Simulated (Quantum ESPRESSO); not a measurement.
# HgTe (Coloradoite) (F-43m) in Quantum ESPRESSO: further runs, part 2 of 2

Quantum ESPRESSO 7.5. Earlier steps stand in the parts before.

## Step 10: Band structure, PBE

File pw.in:

```
&CONTROL
  calculation = 'scf'
  prefix = 'pwscf'
  outdir = './tmp'
  pseudo_dir = './pseudo'
  tprnfor = .true.
  tstress = .true.
  disk_io = 'low'
/
&SYSTEM
  ibrav = 0
  A = 4.5459895
  nat = 2
  ntyp = 2
  ecutwfc = 70
  nbnd = 26
  occupations = 'smearing'
  smearing = 'fd'
  degauss = 0.00367493
/
&ELECTRONS
  conv_thr = 4d-10
  electron_maxstep = 120
  mixing_beta = 0.5
/
ATOMIC_SPECIES
Hg   200.5920 Hg_ONCV_PBE-1.2.upf
Te   127.6000 Te_ONCV_PBE-1.2.upf
CELL_PARAMETERS alat
   0.0000000000    0.7071067806    0.7071067806
   0.7071067806    0.0000000000    0.7071067806
   0.7071067806    0.7071067806    0.0000000000
ATOMIC_POSITIONS alat
Hg     0.0000000000    0.0000000000    0.0000000000
Te     1.0606601709    1.0606601709    1.0606601709
K_POINTS automatic
7 7 7 0 0 0
```

File bands.in:

```
&CONTROL
  calculation = 'bands'
  prefix = 'pwscf'
  outdir = './tmp'
  pseudo_dir = './pseudo'
  disk_io = 'low'
  verbosity = 'high'
/
&SYSTEM
  ibrav = 0
  A = 4.5459895
  nat = 2
  ntyp = 2
  ecutwfc = 70
  nbnd = 26
  occupations = 'smearing'
  smearing = 'fd'
  degauss = 0.00367493
/
&ELECTRONS
  conv_thr = 1d-08
  electron_maxstep = 120
  mixing_beta = 0.5
  diago_full_acc = .true.
/
ATOMIC_SPECIES
Hg   200.5920 Hg_ONCV_PBE-1.2.upf
Te   127.6000 Te_ONCV_PBE-1.2.upf
CELL_PARAMETERS alat
   0.0000000000    0.7071067806    0.7071067806
   0.7071067806    0.0000000000    0.7071067806
   0.7071067806    0.7071067806    0.0000000000
ATOMIC_POSITIONS alat
Hg     0.0000000000    0.0000000000    0.0000000000
Te     1.0606601709    1.0606601709    1.0606601709
K_POINTS crystal
60
 0.0000000000  0.0000000000  0.0000000000 1
 0.0625000000  0.0000000000  0.0625000000 1
 0.1250000000  0.0000000000  0.1250000000 1
 0.1875000000  0.0000000000  0.1875000000 1
 0.2500000000  0.0000000000  0.2500000000 1
 0.3125000000  0.0000000000  0.3125000000 1
 0.3750000000  0.0000000000  0.3750000000 1
 0.4375000000  0.0000000000  0.4375000000 1
 0.5000000000  0.0000000000  0.5000000000 1
 0.5000000000  0.0625000000  0.5625000000 1
 0.5000000000  0.1250000000  0.6250000000 1
 0.5000000000  0.1875000000  0.6875000000 1
 0.5000000000  0.2500000000  0.7500000000 1
 0.4375000000  0.3125000000  0.7500000000 1
 0.3750000000  0.3750000000  0.7500000000 1
 0.3375000000  0.3375000000  0.6750000000 1
 0.3000000000  0.3000000000  0.6000000000 1
 0.2625000000  0.2625000000  0.5250000000 1
 0.2250000000  0.2250000000  0.4500000000 1
 0.1875000000  0.1875000000  0.3750000000 1
 0.1500000000  0.1500000000  0.3000000000 1
 0.1125000000  0.1125000000  0.2250000000 1
 0.0750000000  0.0750000000  0.1500000000 1
 0.0375000000  0.0375000000  0.0750000000 1
 0.0000000000  0.0000000000  0.0000000000 1
 0.0625000000  0.0625000000  0.0625000000 1
 0.1250000000  0.1250000000  0.1250000000 1
 0.1875000000  0.1875000000  0.1875000000 1
 0.2500000000  0.2500000000  0.2500000000 1
 0.3125000000  0.3125000000  0.3125000000 1
 0.3750000000  0.3750000000  0.3750000000 1
 0.4375000000  0.4375000000  0.4375000000 1
 0.5000000000  0.5000000000  0.5000000000 1
 0.5250000000  0.4500000000  0.5250000000 1
 0.5500000000  0.4000000000  0.5500000000 1
 0.5750000000  0.3500000000  0.5750000000 1
 0.6000000000  0.3000000000  0.6000000000 1
 0.6250000000  0.2500000000  0.6250000000 1
 0.5833333333  0.2500000000  0.6666666667 1
 0.5416666667  0.2500000000  0.7083333333 1
 0.5000000000  0.2500000000  0.7500000000 1
 0.5000000000  0.2857142857  0.7142857143 1
 0.5000000000  0.3214285714  0.6785714286 1
 0.5000000000  0.3571428571  0.6428571429 1
 0.5000000000  0.3928571429  0.6071428571 1
 0.5000000000  0.4285714286  0.5714285714 1
 0.5000000000  0.4642857143  0.5357142857 1
 0.5000000000  0.5000000000  0.5000000000 1
 0.4821428571  0.4821428571  0.5357142857 1
 0.4642857143  0.4642857143  0.5714285714 1
 0.4464285714  0.4464285714  0.6071428571 1
 0.4285714286  0.4285714286  0.6428571429 1
 0.4107142857  0.4107142857  0.6785714286 1
 0.3928571429  0.3928571429  0.7142857143 1
 0.3750000000  0.3750000000  0.7500000000 1
 0.6250000000  0.2500000000  0.6250000000 1
 0.5937500000  0.1875000000  0.5937500000 1
 0.5625000000  0.1250000000  0.5625000000 1
 0.5312500000  0.0625000000  0.5312500000 1
 0.5000000000  0.0000000000  0.5000000000 1
```

Potentials or basis: SG15 PBE 1.2.

On the command line:

```sh
OMP_NUM_THREADS=1 pw.x -in pw.in > pw.out
OMP_NUM_THREADS=1 pw.x -in bands.in > bands.out
```

pw.out:

```text
This program is part of the open-source Quantum ESPRESSO suite
     for quantum simulation of materials; please cite
[... 9 lines left out ...]
     --------------------
     sticks:   dense  smooth     PW     G-vecs:    dense   smooth      PW
     Sum        1417    1417    421                35557    35557    5577

     Using Slab Decomposition

     bravais-lattice index     =            0
     lattice parameter (alat)  =       8.5907  a.u.
     unit-cell volume          =     448.2981 (a.u.)^3
     number of atoms/cell      =            2
     number of atomic types    =            2
     number of electrons       =        36.00
     number of Kohn-Sham states=           26
     kinetic-energy cutoff     =      70.0000  Ry
     charge density cutoff     =     280.0000  Ry
     scf convergence threshold =      4.0E-10
     mixing beta               =       0.5000
     number of iterations used =            8  plain     mixing
     Exchange-correlation= PBE
                           (   1   4   3   4   0   0   0)

     celldm(1)=   8.590675  celldm(2)=   0.000000  celldm(3)=   0.000000
     celldm(4)=   0.000000  celldm(5)=   0.000000  celldm(6)=   0.000000

     crystal axes: (cart. coord. in units of alat)
               a(1) = (   0.000000   0.707107   0.707107 )
               a(2) = (   0.707107   0.000000   0.707107 )
               a(3) = (   0.707107   0.707107   0.000000 )

     reciprocal axes: (cart. coord. in units 2 pi/alat)
               b(1) = ( -0.707107  0.707107  0.707107 )
               b(2) = (  0.707107 -0.707107  0.707107 )
               b(3) = (  0.707107  0.707107 -0.707107 )

     PseudoPot. # 1 for Hg read from file:
     Hg_ONCV_PBE-1.2.upf
     Pseudo is Norm-conserving, Zval = 20.0
     Generated using ONCVPSP code by D. R. Hamann
     Using radial grid of  602 points,  8 beta functions with:
                l(1) =   0
                l(2) =   0
                l(3) =   1
                l(4) =   1
                l(5) =   2
                l(6) =   2
                l(7) =   3
                l(8) =   3

     PseudoPot. # 2 for Te read from file:
     Te_ONCV_PBE-1.2.upf
     Pseudo is Norm-conserving, Zval = 16.0
     Generated using ONCVPSP code by D. R. Hamann
     Using radial grid of  602 points,  6 beta functions with:
                l(1) =   0
                l(2) =   0
                l(3) =   1
                l(4) =   1
[... 22 lines left out ...]
        k(    6) = (   0.3030458   0.1010153  -0.1010153), wk =   0.1399417
[... 12 lines left out ...]
        k(   19) = (  -0.1010153  -0.5050763   0.7071068), wk =   0.1399417
        k(   20) = (  -0.0000000  -0.4040610   0.6060915), wk =   0.1399417

     Dense  grid:    35557 G-vectors     FFT dimensions: (  45,  45,  45)

     Initial potential from superposition of free atoms

     starting charge      35.9422, renormalised to      36.0000
     Starting wfcs are random

     Self-consistent Calculation

     iteration #  1     ecut=    70.00 Ry     beta= 0.50
     Davidson diagonalization with overlap
     ethr =  1.00E-02,  avg # of iterations =  9.3

     Threshold (ethr) on eigenvalues was too large:
     Diagonalizing with lowered threshold

     Davidson diagonalization with overlap
     ethr =  2.47E-04,  avg # of iterations =  3.3

     total energy              =    -485.05903386 Ry
     estimated scf accuracy    <       0.06839920 Ry
[... 57 lines left out ...]
     iteration # 10     ecut=    70.00 Ry     beta= 0.50
     Davidson diagonalization with overlap
     ethr =  2.48E-12,  avg # of iterations =  2.0

     End of self-consistent calculation

          k = 0.0000 0.0000 0.0000 (  4477 PWs)   bands (ev):

  -105.6815 -54.0123 -54.0123 -54.0123 -27.3361 -27.3361 -27.3361 -27.3262
   -27.3262  -2.6139   2.0581   2.0581   2.0581   2.6087   2.6087   8.8067
     9.4930   9.4930   9.4930  13.7164  13.7164  13.7164  16.0172  19.2285
    19.2285  19.4556
[... 87 lines left out ...]
  -105.6815 -54.0125 -54.0124 -54.0124 -27.3364 -27.3361 -27.3358 -27.3260
   -27.3259  -1.9438   2.2309   2.2618   2.5696   2.5999   2.8320   4.4436
     6.6425   8.1797  11.7687  14.2006  15.4890  15.6031  17.9993  18.0466
    20.6540  21.6256

          k = 0.6061-0.0000 0.0000 (  4436 PWs)   bands (ev):

  -105.6815 -54.0125 -54.0124 -54.0124 -27.3370 -27.3356 -27.3356 -27.3262
   -27.3256  -1.8570   2.2269   2.3940   2.3940   2.6721   2.9132   4.2894
     7.2441   7.2441  11.3957  12.0419  17.4335  18.0144  18.0144  19.8187
    21.6583  21.6583

          k =-0.0000-0.6061 0.6061 (  4412 PWs)   bands (ev):

  -105.6815 -54.0125 -54.0124 -54.0124 -27.3369 -27.3357 -27.3357 -27.3262
   -27.3257  -1.8157   2.2495   2.3948   2.4324   2.6609   3.1433   3.9432
     6.8128   7.2897  11.6075  12.5421  17.0177  17.6180  18.1586  19.9175
    21.2032  21.5282

          k = 0.4041 0.2020 0.0000 (  4441 PWs)   bands (ev):

  -105.6815 -54.0124 -54.0124 -54.0124 -27.3365 -27.3359 -27.3358 -27.3261
   -27.3259  -2.0837   2.1912   2.2374   2.3654   2.6173   2.6624   5.2113
     7.3499   8.1947  11.7851  13.2635  14.6936  16.0547  17.4259  19.8427
    20.0278  20.6145
[... 17 lines left out ...]
  -105.6815 -54.0125 -54.0124 -54.0124 -27.3365 -27.3361 -27.3357 -27.3261
   -27.3258  -1.8310   2.2728   2.3319   2.5396   2.5961   3.1866   3.9475
     6.5496   7.2806  12.3439  13.9317  15.1875  16.1009  18.2637  19.6986
    21.4928  21.6527

     the Fermi energy is     9.5336 ev

!    total energy              =    -485.08217629 Ry
     estimated scf accuracy    <          9.2E-12 Ry
     smearing contrib. (-TS)   =      -0.00005063 Ry
     internal energy E=F+TS    =    -485.08212566 Ry

     The total energy is F=E-TS. E is the sum of the following terms:
     one-electron contribution =    -303.52485364 Ry
     hartree contribution      =     154.29840938 Ry
     xc contribution           =     -46.04629241 Ry
     ewald contribution        =    -289.80938899 Ry

     convergence has been achieved in  10 iterations

     Forces acting on atoms (cartesian axes, Ry/au):

     atom    1 type  1   force =    -0.00000000   -0.00000000    0.00000000
     atom    2 type  2   force =     0.00000000    0.00000000   -0.00000000

     Total force =     0.000000     Total SCF correction =     0.000000

     Computing stress (Cartesian axis) and pressure

          total   stress  (Ry/bohr**3)                   (kbar)     P=       46.40
   0.00031542  -0.00000000   0.00000000           46.40       -0.00        0.00
  -0.00000000   0.00031542   0.00000000           -0.00       46.40        0.00
   0.00000000   0.00000000   0.00031542            0.00        0.00       46.40

=------------------------------------------------------------------------------=
   JOB DONE.
=------------------------------------------------------------------------------=
```

It took 52 s on 1 thread of AMD EPYC 9R45 (Zen 5), shared host; peak memory 0.15 GiB.

What came out:

```
Free energy            : -6599.8792 eV
Pressure               : 4.6 GPa
Band gap on the k mesh : none (metal or under the smearing width)
```

Levels at the corners of the path, in eV from the Fermi level:
| point | band 14 | band 15 | band 16 | band 17 | band 18 | band 19 | band 20 | band 21 | band 22 | band 23 |
| --- | --- | --- | --- | --- | --- | --- | --- | --- | --- | --- |
| Γ | -6.92 | -6.92 | -0.73 | -0.04 | -0.04 | -0.04 | 4.18 | 4.18 | 4.18 | 6.48 |
| X | -6.86 | -6.45 | -5.56 | -2.38 | -2.38 | 1.86 | 2.42 | 8.22 | 8.95 | 8.95 |
| W | -6.97 | -6.28 | -5.66 | -2.79 | -2.66 | 3.12 | 4.59 | 5.28 | 6.14 | 9.59 |
| K | -6.90 | -6.36 | -5.59 | -3.04 | -1.98 | 2.21 | 3.98 | 7.03 | 7.20 | 7.72 |
| Γ | -6.92 | -6.92 | -0.73 | -0.04 | -0.04 | -0.04 | 4.18 | 4.18 | 4.18 | 6.48 |
| L | -6.90 | -6.61 | -5.63 | -1.06 | -1.06 | 0.67 | 5.01 | 5.01 | 6.83 | 7.91 |
| U | -6.90 | -6.36 | -5.59 | -3.04 | -1.98 | 2.21 | 3.98 | 7.03 | 7.20 | 7.72 |
| W | -6.97 | -6.28 | -5.66 | -2.79 | -2.66 | 3.12 | 4.59 | 5.28 | 6.14 | 9.59 |
| L | -6.90 | -6.61 | -5.63 | -1.06 | -1.06 | 0.67 | 5.01 | 5.01 | 6.83 | 7.91 |
| K | -6.90 | -6.36 | -5.59 | -3.04 | -1.98 | 2.21 | 3.98 | 7.03 | 7.20 | 7.72 |
| U | -6.90 | -6.36 | -5.59 | -3.04 | -1.98 | 2.21 | 3.98 | 7.03 | 7.20 | 7.72 |
| X | -6.86 | -6.45 | -5.56 | -2.38 | -2.38 | 1.86 | 2.42 | 8.22 | 8.95 | 8.95 |

Caveat: spin-orbit coupling is left out, which moves the levels of the heavy elements.

## Step 11: Against experiment

Step 9. Against the measured bulk modulus of HgTe, 43 GPa (a printed reference work, monograph), the calculated 48 GPa is off by +11.1 %. The fit is for a static lattice scaled at fixed shape and fixed fractional positions.
